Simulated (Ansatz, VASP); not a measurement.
## One calculation of Nb, two programs

File INCAR:

```
ALGO = Normal
EDIFF = 1E-6
ENCUT = 520
GGA = PE
ISIF = 2
ISMEAR = -1
LASPH = True
LCHARG = False
LREAL = False
LWAVE = False
NBANDS = 12
NELM = 80
PREC = Accurate
SIGMA = 0.1
```

KPOINTS

```
k-points
0
Gamma
  8 8 8
```

File POSCAR:

```
Nb
1.0
   -1.6547957147      1.6547957147      1.6547957147
    1.6547957147     -1.6547957147      1.6547957147
    1.6547957147      1.6547957147     -1.6547957147
Nb
1
Direct
    0.0000000000      0.0000000000      0.0000000000
```

Input for Ansatz:

```yaml
crystal:
  lattice:
    - [-1.6547957147, 1.6547957147, 1.6547957147]
    - [1.6547957147, -1.6547957147, 1.6547957147]
    - [1.6547957147, 1.6547957147, -1.6547957147]
  atoms:
    - { symbol: Nb, position: [0.0, 0.0, 0.0] }
hamiltonian:
  xc: pbe
  pseudopotentials:
    kind: paw
    azcp:
      Nb: "pseudopotentials/Nb.paw.azcp"
basis:
  ecutwfc: 420
  fft_grid_basis: typed
kpoints:
  mp_grid: { grid: [8, 8, 8], shift: [0, 0, 0] }
magnetization:
  spin_polarized: false
scf:
  occupations: { method: fermi_dirac, width: 0.1 }
  lower_state_search: "off"
output:
  stress: true
```

Alike in both runs: task single point; functional PBE; k mesh 8 × 8 × 8; occupations fermi-dirac, width 0.1 eV; no spin polarisation.

|  | VASP | Ansatz |
| --- | --- | --- |
| version | VASP 6.6.1 | Ansatz 0.2.0 |
| potentials or method | VASP PAW PBE potentials, release 64 (Nb_sv) | plane waves (420 eV) with PAW, scalar-relativistic |
| plane-wave cutoff (eV) | 520 | 420 |
| valence electrons in the cell | 13 | 13 |

```tsv
	VASP	Ansatz	Ansatz less VASP
pressure (GPa)	0.2	0.5	+0.35
```
